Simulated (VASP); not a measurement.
Runs of VASP 6.6.1 on InPd. The structure is cubic, space group Pm-3m (No. 221). Conventional cell: a = 3.272 Å, b = 3.272 Å, c = 3.272 Å, α = 90.00°, β = 90.00°, γ = 90.00°. In (site symmetry m-3m) is surrounded by 8 Pd at 2.83 Å. Pd (site symmetry m-3m) has 8 In at 2.83 Å as nearest neighbours. The cell comes from a database or a generator and needn't be the stable form of this composition.

```tsv
task	potentials or basis	cell	cutoff (eV)	smearing	gap on the mesh (eV)	pressure (GPa)	relaxed volume (Å³/atom)
relaxation of cell and atoms	VASP PAW PBE potentials, release 64 (In_d, Pd)	relaxed	600	fermi-dirac 0.05 eV	none	0.0	18.04
relaxation of cell and atoms	VASP PAW PBE potentials, release 64 (In, Pd)	relaxed	580	fermi-dirac 0.05 eV	none	0.0	(b)
band structure	VASP PAW PBE potentials, release 64 (In, Pd)	as given	500	fermi-dirac 0.05 eV	-	(a)	-
single point	VASP PAW PBE potentials, release 64 (In_d, Pd)	as given	520	gaussian 0.027 eV	none	3.7	-
relaxation of cell and atoms	VASP PAW PBE potentials, release 64 (In_d_GW, Pd_GW)	relaxed	630	fermi-dirac 0.05 eV	none	0.0	17.98
relaxation of cell and atoms	VASP PAW PBE potentials, release 64 (In_d_GW, Pd_sv_GW)	relaxed	680	fermi-dirac 0.05 eV	none	0.0	17.99
```

Alike in all rows: level PBE; no spin polarisation; k mesh 8 × 8 × 8.

**Question.** Fill in the values left out.

**Answer.** (a) 3.3; (b) 17.96.

Caveats: spin-orbit coupling is left out, which moves the levels of the heavy elements (some runs).

A k mesh can miss the band edges, and the runs leave out spin-orbit coupling on In, Pd.

A gap of «none» marks a metal or a gap under the smearing width.

The runs don't all hold the same shells in valence.
